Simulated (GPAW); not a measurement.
Input of a GPAW 26.7.0 run:

File run.py:

```python
from ase.eos import EquationOfState
from ase.io import Trajectory, read
from ase.units import GPa
from gpaw import GPAW, PW

atoms = read('SnSe2.xyz')

traj = Trajectory('eos.traj', 'w')
volumes, energies = [], []
for x in [0.94, 0.96, 0.98, 1.0, 1.02, 1.04, 1.06]:
    a = atoms.copy()
    a.set_cell(atoms.cell * x**(1 / 3), scale_atoms=True)
    calc = GPAW(mode=PW(600),
                xc='PBE',
                kpts={'size': (8, 8, 5), 'gamma': True},
                occupations={'name': 'fermi-dirac', 'width': 0.05},
                nbands=24,
                convergence={'density': 1e-05, 'energy': 1e-05},
                maxiter=150,
                txt=f'eos-{x:.2f}.txt')
    a.calc = calc
    energies.append(a.get_potential_energy(force_consistent=True))
    volumes.append(a.get_volume())
    p = -a.get_stress()[:3].mean() / GPa
    calc.write(f'eos-{x:.2f}.gpw')
    traj.write(a)
    print(f'{x:.2f} {volumes[-1]:10.4f} A^3 {energies[-1]:14.6f} eV {p:9.3f} GPa', flush=True)

v0, e0, B = EquationOfState(volumes, energies, eos='birchmurnaghan').fit()
print(f'V0 = {v0:.4f} A^3, E0 = {e0:.6f} eV, B0 = {B / GPa:.2f} GPa')
```

Contents of SnSe2.xyz:

```xyz
3
Lattice="3.8110000000 0.0000000000 0.0000000000 -1.9055000000 3.3004228138 0.0000000000 0.0000000000 0.0000000000 6.1360000000" Properties=species:S:1:pos:R:3 pbc="T T T"
Sn     0.0000000000      0.0000000000      0.0000000000
Se     1.9055000002      1.1001409378      4.6081360000
Se    -0.0000000002      2.2002818760      1.5278640000
```

Potentials or basis: GPAW PAW data sets (gpaw-data 1.2.1), pw.

Run with:

```bash
$ OMP_NUM_THREADS=1 python run.py
```

Q: Predict the equilibrium volume.

A: 27.79 Å³/atom (rough: see the caveat).

Q: Predict the bulk modulus at fixed shape and positions.

A: 58 GPa (rough).

Energy against volume, from the lowest point:
| volume (Å³/atom) | energy (meV/atom) |
| --- | --- |
| 24.182 | 107.97 |
| 24.697 | 75.71 |
| 25.212 | 49.99 |
| 25.726 | 30.12 |
| 26.241 | 15.52 |
| 26.755 | 5.64 |
| 27.270 | 0.00 |

Caveat: the minimum lies outside the volumes run; the cell was scaled at fixed shape and fractional positions, which overstates the stiffness of a crystal with free parameters, most of all of layers and chains; this functional lacks dispersion, which binds the layers, so the pressure and a relaxed spacing across them are unreliable.
